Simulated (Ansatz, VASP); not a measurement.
SrO in VASP and in Ansatz

Contents of INCAR:

```
PREC = Accurate
ENCUT = 520
EDIFF = 1E-6
ISMEAR = -1
SIGMA = 0.02
LREAL = False
LASPH = True
NELM = 80
ALGO = Normal
ISIF = 2
LWAVE = False
LCHARG = False
GGA = PE
NBANDS = 15
```

File KPOINTS:

```
regular mesh
0
Gamma
  8 8 8
```

Contents of POSCAR:

```
SrO
1.0
    0.0000000000      2.5827461778      2.5441020000
    2.5827461778      0.0000000000      2.5441020000
    2.5827461778      2.5827461778      0.0000000000
Sr O
1 1
Direct
    0.0000000000      0.0000000000      0.0000000000
    0.5000000000      0.5000000000      0.5000000000
```

Input for Ansatz:

```yaml
crystal:
  lattice:
    - [0.0, 2.5827461778, 2.544102]
    - [2.5827461778, 0.0, 2.544102]
    - [2.5827461778, 2.5827461778, 0.0]
  atoms:
    - { symbol: Sr, position: [0.0, 0.0, 0.0] }
    - { symbol: O, position: [0.5, 0.5, 0.5] }
kpoints:
  mp_grid: { grid: [8, 8, 8] }
scf:
  occupations: { method: fermi_dirac, width: 0.02 }
hamiltonian:
  xc: pbe
  pseudopotentials: { kind: all_electron, lapw: { basis_error: 0.00025 } }
output:
  forces: true
  stress: true
  eigenvalues: true
```

Change from the starting cell: z stretched by -1 % at fixed volume.

Alike in both runs: task single point; functional PBE; k mesh 8 × 8 × 8; occupations fermi-dirac, width 0.02 eV; no spin polarisation.

|  | VASP | Ansatz |
| --- | --- | --- |
| version | VASP 6.6.1 | Ansatz 0.2.0 |
| potentials or method | VASP PAW PBE potentials, release 64 (Sr_sv, O) | all-electron LAPW, scalar-relativistic |
| plane-wave cutoff (eV) | 520 | see its input |

```csv
,VASP,Ansatz,Ansatz less VASP
gap on the k mesh at the Fermi level (eV),3.19,3.24,+0.048
pressure (GPa),3.6,3.0,-0.59
largest component of the traceless stress (GPa),1.48,1.41,-0.076
```

Ansatz ran all-electron here, so the differences hold the error of VASP's frozen core and of both bases.

A k mesh can miss the band edges.
